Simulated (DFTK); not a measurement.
Runs of DFTK 0.8.2 on CdO (Monteponite). Symmetry: Fm-3m, No. 225, cubic system. The conventional cell has a = 4.699 Å, b = 4.699 Å, c = 4.699 Å, α = 90.00°, β = 90.00°, γ = 90.00°. Around Cd (site symmetry m-3m) lie 6 O at 2.35 Å. O (site symmetry m-3m) has 6 Cd at 2.35 Å as nearest neighbours. 

```csv
task,level,potentials or basis,k mesh,cutoff (eV),SCF tolerance on the density,symmetries used,SCF solver,mesh quality,gap on the mesh (eV),pressure (GPa)
band structure,BJ06,SG15 1.2 (PBE),7 × 7 × 7,1225,1e-06,-,-,not flagged,none,-
single point,HSE06,SG15 1.2 (PBE),2 × 2 × 2,952,1e-05,no,-,coarse,1.11,-
band structure,TASK,SG15 1.2 (PBE),7 × 7 × 7,1225,1e-06,-,ScfAndersonSolver,not flagged,0.56,(a)
band structure,r2SCAN,SG15 1.2 (PBE),7 × 7 × 7,1225,1e-06,-,-,not flagged,none,0.0
```

Alike in all rows: no spin polarisation; cell as given; smearing fermi-dirac 0.05 eV.

Q: Fill in the values left out.

A: (a) 13.3.

Caveats: some runs use coarse meshes; the potentials were made for another functional, which shifts forces and pressure; this crystal is a semiconductor, whose small gap the functional closes, so the metal is an error of the method (some runs); the program leaves the constant c of mgga_x_tb09 at 1, so the potential is Becke-Johnson's (BJ06) and not Tran and Blaha's, with levels but no total energy (some runs); this program's HSE differs a little from the usual definition (some runs).

A k mesh can miss the band edges, and the runs leave out spin-orbit coupling on Cd.

A gap of «none» marks a metal or a gap under the smearing width.
